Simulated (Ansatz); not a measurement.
# SnO: the cost of one run

Program: Ansatz 0.2.0. Level of theory: reference: DFT r2SCAN, plane waves, PAW, scalar-relativistic, no spin polarisation. These are calculated values, not measurements.

## 1. The system as given

Symmetry: Cmc2_1, No. 36, orthorhombic system. The conventional cell has a = 4.943 Å, b = 5.654 Å, c = 10.992 Å, α = 90.00°, β = 90.00°, γ = 90.00°. Sn (site symmetry m) has 2 O at 2.13 Å as nearest neighbours. Sn (site symmetry m) is surrounded by 2 O at 1.97 Å. O (site symmetry 1) has 1 O at 1.78 Å and 2 Sn at 1.97 to 2.13 Å as nearest neighbours.

Structure file:

```cif
data_structure
_symmetry_space_group_name_H-M 'P 1'
_symmetry_Int_Tables_number 1
_cell_length_a 3.7550
_cell_length_b 3.7550
_cell_length_c 10.9922
_cell_angle_alpha 90.000
_cell_angle_beta 90.000
_cell_angle_gamma 97.685
_cell_volume 153.59
loop_
_atom_site_label
_atom_site_type_symbol
_atom_site_fract_x
_atom_site_fract_y
_atom_site_fract_z
_atom_site_occupancy
Sn1 Sn 0.00000 0.00000 0.00000 1
Sn2 Sn 0.00000 0.00000 0.50000 1
Sn3 Sn 0.44100 0.55900 0.74600 1
Sn4 Sn 0.55900 0.44100 0.24600 1
O1 O 0.43000 0.93000 0.62000 1
O2 O 0.57000 0.07000 0.12000 1
O3 O 0.07000 0.57000 0.62000 1
O4 O 0.93000 0.43000 0.12000 1
```

## 2. Reference

Contents of input.yaml:

```yaml
crystal:
  lattice:
    - [2.47126135, 2.82712299, 0.0]
    - [2.47126135, -2.82712299, 0.0]
    - [0.0, 0.0, -10.9921705]
  atoms:
    - { symbol: Sn, position: [0.0, 0.0, 0.0] }
    - { symbol: Sn, position: [0.0, 0.0, 0.5] }
    - { symbol: Sn, position: [0.441, 0.559, 0.746] }
    - { symbol: Sn, position: [0.559, 0.441, 0.246] }
    - { symbol: O, position: [0.43, 0.93, 0.62] }
    - { symbol: O, position: [0.57, 0.07, 0.12] }
    - { symbol: O, position: [0.07, 0.57, 0.62] }
    - { symbol: O, position: [0.93, 0.43, 0.12] }
  symmetry: { tolerance: 0.0003 }
kpoints:
  mp_grid: { grid: [5, 5, 2], shift: [0, 0, 0] }
magnetization:
  spin_polarized: false
scf:
  occupations: { method: fermi_dirac }
hamiltonian:
  pseudopotentials: { kind: paw }
  xc: r2scan
basis:
  ecutwfc: 500
output:
  forces: true
  stress: true
  eigenvalues: true
```

Started as:

```sh
$ ansatz run input.yaml --threads 1 --pin off --max-ram 2560MiB --backend cpu --events-out ev --progress --plain --runs-dir out
```

**Question.** How long does this run take on 1 thread of Intel Xeon Platinum 8488C (Sapphire Rapids), shared host, and how much memory does it need?

About 35 s, with a peak of 0.69 GiB.
